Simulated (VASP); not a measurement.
A run of VASP 6.6.1 is set up as follows.

run.py

```python
from ase import Atoms
from ase.calculators.vasp import Vasp
from ase.dft.bandgap import bandgap

atoms = Atoms(
    ['Pr'],
    cell=[[0.0, 2.5805, 2.5805], [2.5805, 0.0, 2.5805], [2.5805, 2.5805, 0.0]],
    scaled_positions=[[0.0, 0.0, 0.0]],
    pbc=True,
)
atoms.set_initial_magnetic_moments([2.0])
calc = Vasp(
    directory='calc',
    xc='pbe',
    pp='PBE',
    setups={'base': 'minimal'},
    prec='Accurate',
    encut=520,
    ediff=1e-06,
    ismear=0,
    sigma=0.02,
    lreal=False,
    lasph=True,
    nelm=100,
    algo='Normal',
    isif=2,
    lwave=False,
    lcharg=False,
    ispin=2,
    lorbit=11,
    lmaxmix=6,
    kpts=[9, 9, 9],
    gamma=True,
    nbands=16,
)
atoms.calc = calc

print('energy (eV):', atoms.get_potential_energy())
print('free energy (eV):', atoms.get_potential_energy(force_consistent=True))
print('forces (eV/A):')
print(atoms.get_forces())
print('stress (eV/A^3, Voigt):', atoms.get_stress())
print('Fermi level (eV):', calc.get_fermi_level())
print('moment (muB):', atoms.get_magnetic_moment())
print('site moments (muB):', atoms.get_magnetic_moments())
gap, top, bottom = bandgap(calc)
print('band gap (eV):', gap, 'from (spin, k, band)', top, 'to', bottom)
```

Potentials or basis: VASP PAW PBE potentials, release 64 (Pr).

Run with:

```console
$ python run.py
```

**Question.** What does it give for the site moments?

**Answer.** Pr +2.19 μB.

**Question.** Predict the band gap on the k mesh.

**Answer.** None (metal or under the smearing width).

**Question.** Estimate the net moment.

**Answer.** 2.68 μB per cell.

Caveat: the magnetic or orbital state may not be the lowest; spin-orbit coupling is left out, which moves the levels of the heavy elements. The state reached can hang on the start; a lower one may exist.
